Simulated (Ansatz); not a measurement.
`[SiH3]I` + acetic acid → `CC(=O)O[SiH3]` + HI  (ligand exchange at the Si–I bond)

Gas-phase electronic energies from Ansatz, PBE0-D4/def2-TZVP geometries. CCSD(T)/CBS adds triple-zeta CCSD(T) − MP2 to the extrapolated MP2 energy (def2 sets, frozen cores). DFT in def2-TZVPP. def2 core potentials past Kr. For I outer-core shells are correlated without core-valence functions, which leaves a few kJ/mol of doubt a bond. Each species was taken in one conformer, which may not be the lowest.

```
             level  ΔE (kJ/mol)  difference from CCSD(T)/CBS
       LDA (SPW92)          7.9                          3.2
           BLYP-D4         -0.8                         -5.5
         r2SCAN-D4          6.6                          1.9
           ωB97X-V          3.2                         -1.5
            revPBE         20.0                         15.3
              PBE0         16.1                         11.4
      MP2/def2-SVP          3.3                         -1.4
     HF/def2-TZVPP         -0.5                         -5.2
SCS-MP2/def2-TZVPP         -1.8                         -6.5
SCS-MP2/def2-QZVPP          2.2                         -2.5
       CCSD(T)/CBS          4.7                            0
```

Largest T1 diagnostic among the species: 0.015.

The D4 term adds −3.2 kJ/mol with B3LYP and −2.0 kJ/mol with PBE0; it sums over pairs of atoms, weighted by their polarisabilities, and B3LYP, whose exchange is more repulsive, gets the larger term. At CCSD(T), def2-SVP lies −5.4 kJ/mol from the extrapolated value and def2-TZVPP −7.6 kJ/mol.

B3LYP here is the variant with VWN-RPA as its local correlation; programs differ in this.

CCSD(T)/CBS has its own doubt, a few kJ/mol and more with outer-core shells, so smaller differences from it don't rank the levels.
